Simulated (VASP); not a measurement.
# Sn (Fd-3m) in VASP: further runs

One crystal, Sn, is run at these levels: PBE; tasks: relaxation of cell and atoms, relaxation of the atoms.

All numbers are computed with VASP 6.6.1; they aren't measurements. Logs are shortened: lines on timing, memory, paths and dates and some standing lists are left out, and cuts for length are marked.

**1. The crystal as given**

Symmetry: Fd-3m, No. 227, cubic system. The conventional cell has a = 6.652 Å, b = 6.652 Å, c = 6.652 Å, α = 90.00°, β = 90.00°, γ = 90.00°. Around Sn (site symmetry -43m) lie 4 Sn at 2.88 Å.

This isn't the form of Sn at room conditions, which is tetragonal (white tin).

**2. Relaxation of cell and atoms, PBE**

INCAR reads:

```
SYSTEM = Sn
ALGO = Normal
EDIFF = 1E-7
EDIFFG = -0.005
ENCUT = 600
GGA = PE
IBRION = 2
ISIF = 3
ISMEAR = 0
LASPH = .TRUE.
LCHARG = .FALSE.
LREAL = .FALSE.
LWAVE = .FALSE.
NELM = 80
NSW = 90
PREC = Accurate
SIGMA = 0.03
```

KPOINTS reads:

```
k-points
0
G
  10 10 10
  0 0 0
```

POSCAR reads:

```
Sn                                      
1.0
    0.0000000000      3.3261629179      3.3261629179
    3.3261629179     -0.0000000000      3.3261629179
    3.3261629179      3.3261629179     -0.0000000000
  Sn            
     2
Direct
     0.0000000000000000    0.0000000000000000    0.0000000000000000
     0.2500000000000000    0.2500000000000000    0.2500000000000000
```

Potentials or basis: VASP PAW PBE potentials, release 64 (Sn_d).

Started as:

```console
$ cat potpaw_PBE.64/Sn_d/POTCAR > POTCAR
$ mpirun -np 1 vasp_std > vasp.out
```

OUTCAR:

```text
SYSTEM = Sn
   EDIFF = 1E-7
   EDIFFG = -0.005
   ENCUT = 600
   GGA = PE
   IBRION = 2
   ISIF = 3
   ISMEAR = 0
   LASPH = .TRUE.
   LREAL = .FALSE.
   NELM = 80
   NSW = 90
   PREC = Accurate

 ion  position               nearest neighbor table
   1  0.000  0.000  0.000-   2 2.88   2 2.88   2 2.88   2 2.88
   2  0.250  0.250  0.250-   1 2.88   1 2.88   1 2.88   1 2.88

  LATTYP: Found a face centered cubic cell.
 ALAT       =     6.6523258358

  Lattice vectors:

 A1 = (   0.0000000000,   3.3261629179,   3.3261629179)
 A2 = (   3.3261629179,   0.0000000000,   3.3261629179)
 A3 = (   3.3261629179,   3.3261629179,   0.0000000000)

Analysis of symmetry for initial positions (statically):
=====================================================================
 Subroutine PRICEL returns:
 Original cell was already a primitive cell.

 Routine SETGRP: Setting up the symmetry group for a
 face centered cubic supercell.

 Subroutine GETGRP returns: Found 48 space group operations
 (whereof 24 operations were pure point group operations)
 out of a pool of 48 trial point group operations.

The static configuration has the point symmetry T_d .
 The point group associated with its full space group is O_h .

Analysis of symmetry for dynamics (positions and initial velocities):
=====================================================================
 Subroutine PRICEL returns:
 Original cell was already a primitive cell.

 Routine SETGRP: Setting up the symmetry group for a
 face centered cubic supercell.

 Subroutine GETGRP returns: Found 48 space group operations
 (whereof 24 operations were pure point group operations)
 out of a pool of 48 trial point group operations.

The dynamic configuration has the point symmetry T_d .
 The point group associated with its full space group is O_h .

 Subroutine INISYM returns: Found 48 space group operations
 (whereof 24 operations are pure point group operations),
 and found     1 'primitive' translations

----------------------------------------------------------------------------------------

                                     Primitive cell

  volume of cell :      73.5971

  direct lattice vectors                    reciprocal lattice vectors
     0.000000000  3.326162918  3.326162918    -0.150323364  0.150323364  0.150323364
     3.326162918  0.000000000  3.326162918     0.150323364 -0.150323364  0.150323364
     3.326162918  3.326162918  0.000000000     0.150323364  0.150323364 -0.150323364

  length of vectors
     4.703904709  4.703904709  4.703904709     0.260367705  0.260367705  0.260367705

  position of ions in fractional coordinates (direct lattice)
     0.000000000  0.000000000  0.000000000
     0.250000000  0.250000000  0.250000000

  ion indices of the primitive-cell ions
   primitive index   ion index
                 1           1
                 2           2

----------------------------------------------------------------------------------------

 KPOINTS: k-points

Automatic generation of k-mesh.
 Grid dimensions read from file:
 generate k-points for:   10   10   10

 Generating k-lattice:

  Cartesian coordinates                     Fractional coordinates (reciprocal lattice)
    -0.015032336  0.015032336  0.015032336     0.100000000  0.000000000  0.000000000
     0.015032336 -0.015032336  0.015032336     0.000000000  0.100000000  0.000000000
[... 55 lines left out ...]
   LASPH  =      T    aspherical Exc in radial PAW
   ENCUT  =  600.0 eV  44.10 Ry    6.64 a.u.   9.39  9.39  9.39*2*pi/ulx,y,z
   NELM   =     80;   NELMIN=  2; NELMDL= -5     # of ELM steps
   EDIFF  = 0.1E-06   stopping-criterion for ELM
   LREAL  =      F    real-space projection
   EDIFFG = -.5E-02   stopping-criterion for IOM
   NSW    =     90    number of steps for IOM
   IBRION =      2    ionic relax: 0-MD 1-quasi-New 2-CG
   NFREE  =      1    steps in history (QN), initial steepest desc. (CG)
   ISIF   =      3    stress and relaxation
   ISYM   =      2    0-nonsym 1-usesym 2-fastsym
   POTIM  = 0.5000    time-step for ionic-motion
   TEBEG  =    0.0;   TEEND  =   0.0 temperature during run
   PSTRESS=    0.0 pullay stress
   NELECT =      28.0000    total number of electrons
   NUPDOWN=      -1.0000    fix difference up-down
   EMIN   =  10.00;   EMAX   =-10.00  energy-range for DOS
   EFERMI =   0.00;   METHOD = LEGACY
   ISMEAR =     0;   SIGMA  =   0.03  broadening in eV -4-tet -1-fermi 0-gaus
   EFERMI_NEDOS =   21; number of points for ismear=-14 and -15
   IALGO  =     38    algorithm
   IMIX   =      4    mixing-type and parameters
     AMIX     =   0.40;   BMIX     =  1.00
     AMIX_MAG =   1.60;   BMIX_MAG =  1.00
  volume/ion in A,a.u.               =      36.80       248.33
  Fermi-wavevector in a.u.,A,eV,Ry     =   1.186244  2.241676 19.145773  1.407175
  Thomas-Fermi vector in A             =   2.322421
   LORBIT       =      0    0 simple, 1 ext, 2 COOP (PROOUT), +10 PAW based schemes
   GGA     = PE    functional components
   LHFCALC =     F    Hartree Fock is set to
   AEXX    =    0.0000 exact exchange contribution
   IVDW    =     0    specifies the selected vdW correction
   LEPSILON=     F    determine dielectric tensor
   LRPA    =     F    only Hartree local field effects (RPA)
 conjugate gradient relaxation of ions
 non-spin polarized calculation
 Gauss-broadening in eV      SIGMA  =   0.03
  energy-cutoff  :      600.00
  volume of cell :       73.60
 maximum number of plane-waves:      2481
 NGX is ok and might be reduce to    40
   NGX = 19   NGY = 19   NGZ = 19

--------------------------------------- Ionic step        1  -------------------------------------------

 number of electron      27.9999997 magnetization

 Free energy of the ion-electron system (eV)
  ---------------------------------------------------
  ext. energy  EPLUGINS =         0.00000000
  ---------------------------------------------------
  free energy    TOTEN  =        -7.69025178 eV

  energy without entropy =       -7.68979941  energy(sigma->0) =       -7.69002560

------------------------ aborting loop because EDIFF is reached ----------------------------------------

  FORCE on cell =-STRESS in cart. coord.  units (eV):
  Direction    XX          YY          ZZ          XY          YZ          ZX
  --------------------------------------------------------------------------------------
  -------------------------------------------------------------------------------------
  Total        0.0184035      0.0184035      0.0184035      0.0000000      0.0000000      0.0000000
  in kB        0.4006375      0.4006375      0.4006375      0.0000000      0.0000000      0.0000000
  external PRESSURE =       0.4006375 kB  Pullay stress =       0.0000000 kB

 VOLUME and BASIS-vectors are now :
 -----------------------------------------------------------------------------
  energy-cutoff  :      600.00
  volume of cell :       73.60
      direct lattice vectors                 reciprocal lattice vectors
     0.000000000  3.326162918  3.326162918    -0.150323364  0.150323364  0.150323364
     3.326162918  0.000000000  3.326162918     0.150323364 -0.150323364  0.150323364
     3.326162918  3.326162918  0.000000000     0.150323364  0.150323364 -0.150323364

 POSITION                                       TOTAL-FORCE (eV/Angst)
 -----------------------------------------------------------------------------------
      0.00000      0.00000      0.00000        -0.000000     -0.000000      0.000000
      1.66308      1.66308      1.66308         0.000000      0.000000     -0.000000
 -----------------------------------------------------------------------------------
    total drift:                               -0.000000     -0.000000      0.000000

  FREE ENERGIE OF THE ION-ELECTRON SYSTEM (eV)
  ---------------------------------------------------
  free  energy   TOTEN  =        -7.6902517844 eV

  energy  without entropy=       -7.6897994121  energy(sigma->0) =       -7.69002560

--------------------------------------- Ionic step        2  -------------------------------------------

 number of electron      27.9999997 magnetization

 Free energy of the ion-electron system (eV)
  ---------------------------------------------------
  ext. energy  EPLUGINS =         0.00000000
  ---------------------------------------------------
  free energy    TOTEN  =        -7.69026211 eV

  energy without entropy =       -7.68980508  energy(sigma->0) =       -7.69003359

 E-fermi :   4.7931     XC(G=0):  -8.5494

 val. band max:        4.7883698841   @ k =   0.4000   0.0000   0.0000
 cond. band min:       4.9584263375   @ k =   0.0000   0.0000   0.0000
 fundamental gap:      0.1700564534
 Fermi energy:         4.7930594988

 k-point     1 :       0.0000    0.0000    0.0000
  band No.  band energies     occupation
      1     -16.6800      2.00000
      2     -16.6800      2.00000
      3     -16.6800      2.00000
      4     -16.6302      2.00000
      5     -16.6302      2.00000
      6     -16.3780      2.00000
[... 481 lines left out ...]
      5     -16.5303      2.00000
      6     -16.5100      2.00000
[... 10 lines left out ...]
     17      10.0722      0.00000
     18      10.5228      0.00000

 [... further k-points ...]

------------------------ aborting loop because EDIFF is reached ----------------------------------------

  FORCE on cell =-STRESS in cart. coord.  units (eV):
  Direction    XX          YY          ZZ          XY          YZ          ZX
  --------------------------------------------------------------------------------------
  -------------------------------------------------------------------------------------
  Total        0.0006445      0.0006445      0.0006445     -0.0000000      0.0000000     -0.0000000
  in kB        0.0140126      0.0140126      0.0140126     -0.0000000      0.0000000     -0.0000000
  external PRESSURE =       0.0140126 kB  Pullay stress =       0.0000000 kB

 VOLUME and BASIS-vectors are now :
 -----------------------------------------------------------------------------
  energy-cutoff  :      600.00
  volume of cell :       73.70
      direct lattice vectors                 reciprocal lattice vectors
     0.000000000  3.327639461  3.327639461    -0.150256663  0.150256663  0.150256663
     3.327639461  0.000000000  3.327639461     0.150256663 -0.150256663  0.150256663
     3.327639461  3.327639461  0.000000000     0.150256663  0.150256663 -0.150256663

 POSITION                                       TOTAL-FORCE (eV/Angst)
 -----------------------------------------------------------------------------------
      3.32764      3.32764      0.00000         0.000000      0.000000      0.000000
      1.66382      1.66382      1.66382        -0.000000     -0.000000     -0.000000
 -----------------------------------------------------------------------------------
    total drift:                               -0.000000     -0.000000      0.000000

  FREE ENERGIE OF THE ION-ELECTRON SYSTEM (eV)
  ---------------------------------------------------
  free  energy   TOTEN  =        -7.6902621072 eV

  energy  without entropy=       -7.6898050813  energy(sigma->0) =       -7.69003359

 reached required accuracy - stopping structural energy minimisation
```

It took 1.8 min on 1 thread of AMD EPYC 7R13 (Zen 3), shared host; peak memory 0.24 GiB.

Results:

| Quantity | Value |
| --- | --- |
| Free energy | -7.6903 eV |
| Relaxed volume | 36.85 Å³/atom |
| Relaxed cell | a = 4.706 Å, b = 4.706 Å, c = 4.706 Å, α = 60.00°, β = 60.00°, γ = 60.00° |
| Space group after relaxing (to 0.05 Å) | Fd-3m (No. 227) |
| Energy gained by relaxing | 0.0 meV/atom |
| Ionic steps | 2 |
| Pressure after relaxing | 0.0 GPa |
| Band gap on the k mesh | none (metal or under the smearing width) |

Final structure:
```xyz
2
Lattice="0.0000 3.3276 3.3276 3.3276 0.0000 3.3276 3.3276 3.3276 0.0000" Properties=species:S:1:pos:R:3 pbc="T T T"
Sn    3.3276    3.3276    0.0000
Sn    1.6638    1.6638    1.6638
```

**3. Relaxation of the atoms, PBE (a relaxed cell with its volume scaled by 0.94)**

INCAR reads:

```
SYSTEM = Sn
ALGO = Normal
EDIFF = 1E-7
EDIFFG = -0.01
ENCUT = 600
GGA = PE
IBRION = 2
ISIF = 2
ISMEAR = 0
LASPH = .TRUE.
LCHARG = .FALSE.
LREAL = .FALSE.
LWAVE = .FALSE.
NELM = 80
NSW = 40
PREC = Accurate
SIGMA = 0.03
```

KPOINTS is that of step 2.

POSCAR reads:

```
Sn                                      
1.0
    0.0000000000      3.2597093913      3.2597093913
    3.2597093913      0.0000000000      3.2597093913
    3.2597093913      3.2597093913      0.0000000000
  Sn            
     2
Direct
     0.0000000000000000    0.0000000000000000    1.0000000000000000
     0.2500000000000000    0.2500000000000000    0.2500000000000000
```

Potentials or basis: VASP PAW PBE potentials, release 64 (Sn_d).

Started as:

```console
$ cat potpaw_PBE.64/Sn_d/POTCAR > POTCAR
$ mpirun -np 1 vasp_std > vasp.out
```

OUTCAR:

```text
SYSTEM = Sn
   EDIFF = 1E-7
   EDIFFG = -0.01
   ENCUT = 600
   GGA = PE
   IBRION = 2
   ISIF = 2
   ISMEAR = 0
   LASPH = .TRUE.
   LREAL = .FALSE.
   NELM = 80
   NSW = 40
   PREC = Accurate

 ion  position               nearest neighbor table
   1  0.000  0.000  0.000-   2 2.82   2 2.82   2 2.82   2 2.82
   2  0.250  0.250  0.250-   1 2.82   1 2.82   1 2.82   1 2.82

  LATTYP: Found a face centered cubic cell.
 ALAT       =     6.5194187826
[... 700 lines left out ...]

  FORCE on cell =-STRESS in cart. coord.  units (eV):
  Direction    XX          YY          ZZ          XY          YZ          ZX
  --------------------------------------------------------------------------------------
  -------------------------------------------------------------------------------------
  Total        1.0893010      1.0893010      1.0893010      0.0000000      0.0000000     -0.0000000
  in kB       25.1936944     25.1936944     25.1936944      0.0000000      0.0000000     -0.0000000
  external PRESSURE =      25.1936944 kB  Pullay stress =       0.0000000 kB

 VOLUME and BASIS-vectors are now :
 -----------------------------------------------------------------------------
  energy-cutoff  :      600.00
  volume of cell :       69.27
      direct lattice vectors                 reciprocal lattice vectors
     0.000000000  3.259709391  3.259709391    -0.153387907  0.153387907  0.153387907
     3.259709391  0.000000000  3.259709391     0.153387907 -0.153387907  0.153387907
     3.259709391  3.259709391  0.000000000     0.153387907  0.153387907 -0.153387907

 POSITION                                       TOTAL-FORCE (eV/Angst)
 -----------------------------------------------------------------------------------
      0.00000      0.00000      0.00000         0.000000      0.000000      0.000000
      1.62985      1.62985      1.62985        -0.000000     -0.000000     -0.000000
 -----------------------------------------------------------------------------------
    total drift:                               -0.000000     -0.000000      0.000000

  FREE ENERGIE OF THE ION-ELECTRON SYSTEM (eV)
  ---------------------------------------------------
  free  energy   TOTEN  =        -7.6575807434 eV

  energy  without entropy=       -7.6575103256  energy(sigma->0) =       -7.65754553

 reached required accuracy - stopping structural energy minimisation
```

CONTCAR:

```text
Sn
   1.00000000000000
     0.0000000000000000    3.2597093912999999    3.2597093912999999
     3.2597093912999999    0.0000000000000000    3.2597093912999999
     3.2597093912999999    3.2597093912999999    0.0000000000000000
  Sn
     2
Direct
     0.0000000000000000    0.0000000000000000    0.0000000000000000
     0.2500000000000000    0.2500000000000000    0.2500000000000000

  0.00000000E+00  0.00000000E+00  0.00000000E+00
  0.00000000E+00  0.00000000E+00  0.00000000E+00
```

It took 63 s on 1 thread of AMD EPYC 7R13 (Zen 3), shared host; peak memory 0.23 GiB.

What came out:

| Item | Value |
| --- | --- |
| Free energy | -7.6576 eV |
| Pressure after relaxing | 2.5 GPa |
| Band gap on the k mesh | none (metal or under the smearing width) |

Final structure:
```yaml
crystal:
  lattice:
    - [0.00000, 3.25971, 3.25971]
    - [3.25971, 0.00000, 3.25971]
    - [3.25971, 3.25971, 0.00000]
  atoms:
    - { symbol: Sn, position: [0.00000, 0.00000, 0.00000] }
    - { symbol: Sn, position: [0.25000, 0.25000, 0.25000] }
```

Levels at points of the mesh, in eV from the Fermi level:
| k point | band 10 | band 11 | band 12 | band 13 | band 14 | band 15 | band 16 | band 17 | band 18 |
| --- | --- | --- | --- | --- | --- | --- | --- | --- | --- |
| (0.00, 0.00, 0.00) | -21.26 | -10.48 | -0.70 | 0.12 | 0.12 | 0.12 | 2.19 | 2.19 | 2.19 |
| (0.50, 0.00, 0.00) | -21.21 | -8.88 | -6.21 | -1.06 | -1.06 | 0.00 | 3.26 | 3.26 | 5.69 |
| (0.50, 0.50, 0.00) | -21.19 | -7.43 | -7.43 | -2.38 | -2.38 | 0.87 | 0.87 | 7.67 | 7.67 |

Caveat: the relaxation stopped at its first step, so nothing moved.

[end of part 1 of 2]
